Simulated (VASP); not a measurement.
Input of a VASP 6.6.1 run:

The input run.py:

```python
from ase.calculators.vasp import Vasp
from ase.dft.bandgap import bandgap
from ase.io import read

atoms = read('POSCAR')
calc = Vasp(
    directory='calc',
    xc='pbe',
    pp='PBE',
    setups='gw',
    prec='Accurate',
    encut=600,
    ediff=1e-06,
    ismear=1,
    sigma=0.1,
    lreal=False,
    lasph=True,
    nelm=100,
    algo='Normal',
    isif=2,
    lwave=False,
    lcharg=True,
    ivdw=1,
    kpts=[9, 9, 9],
    gamma=True,
    nbands=21,
)
atoms.calc = calc

print('energy (eV):', atoms.get_potential_energy())
print('free energy (eV):', atoms.get_potential_energy(force_consistent=True))
efermi = calc.get_fermi_level()
print('Fermi level (eV):', efermi)
path = atoms.cell.bandpath(npoints=40, eps=1e-4)
print('path:', path.path)
calc.set(kpts=path.kpts, reciprocal=True, icharg=11, isym=0, lcharg=False)
calc.calculate(atoms)
print('gap on the path (eV):', bandgap(calc, efermi=efermi)[0])
print('direct gap on the path (eV):', bandgap(calc, efermi=efermi, direct=True)[0])
```

The input POSCAR:

```
Sn
1.0
   -2.9401404553      2.9401404553      1.5993019889
    2.9401404553     -2.9401404553      1.5993019889
    2.9401404553      2.9401404553     -1.5993019889
Sn
2
Direct
    0.0000000000      0.0000000000      0.0000000000
    0.7500000000      0.2500000000      0.5000000000
```

Potentials or basis: VASP PAW PBE potentials, release 64 (Sn_d_GW).

Launch:

```bash
$ python run.py
```

**Question.** What does it give for the dispersion energy per atom?

**Answer.** -0.536 eV.

**Question.** Predict the band gap along the path.

**Answer.** None (metal or under the smearing width).

Levels at the corners of the path, in eV from the Fermi level:
| point | band 10 | band 11 | band 12 | band 13 | band 14 | band 15 | band 16 | band 17 | band 18 | band 19 |
| --- | --- | --- | --- | --- | --- | --- | --- | --- | --- | --- |
| Γ | -21.18 | -11.01 | -3.72 | -1.95 | -1.95 | 2.98 | 6.10 | 6.10 | 6.72 | 6.82 |
| X | -21.30 | -8.81 | -8.81 | 0.57 | 0.57 | 1.52 | 1.52 | 5.94 | 5.94 | 9.44 |
| M | -21.36 | -7.52 | -7.52 | -4.72 | -4.72 | 4.99 | 4.99 | 9.16 | 9.16 | 12.47 |
| Γ | -21.18 | -11.01 | -3.72 | -1.95 | -1.95 | 2.98 | 6.10 | 6.10 | 6.72 | 6.82 |
| Z | -21.27 | -6.48 | -5.56 | -2.99 | -2.86 | -2.86 | 2.96 | 5.49 | 5.49 | 8.45 |
| P | -21.28 | -5.96 | -5.96 | -3.47 | -3.47 | 3.51 | 3.51 | 3.86 | 3.86 | 6.71 |
| N | -21.24 | -6.89 | -5.35 | -2.34 | -1.68 | -1.12 | 2.25 | 2.79 | 4.58 | 7.11 |
| Z1 | -21.27 | -6.48 | -5.56 | -2.99 | -2.86 | -2.86 | 2.96 | 5.49 | 5.49 | 8.45 |
| M | -21.36 | -7.52 | -7.52 | -4.72 | -4.72 | 4.99 | 4.99 | 9.16 | 9.16 | 12.46 |
| X | -21.30 | -8.81 | -8.81 | 0.57 | 0.57 | 1.52 | 1.52 | 5.94 | 5.94 | 9.44 |
| P | -21.28 | -5.96 | -5.96 | -3.47 | -3.47 | 3.51 | 3.51 | 3.86 | 3.86 | 6.71 |

Caveat: the log is that of the step along the path at fixed density, whose energy, stress, charges and moments have no meaning; atom-pairwise D2, TS and ULG terms overbind metals; spin-orbit coupling is left out, which moves the levels of the heavy elements.
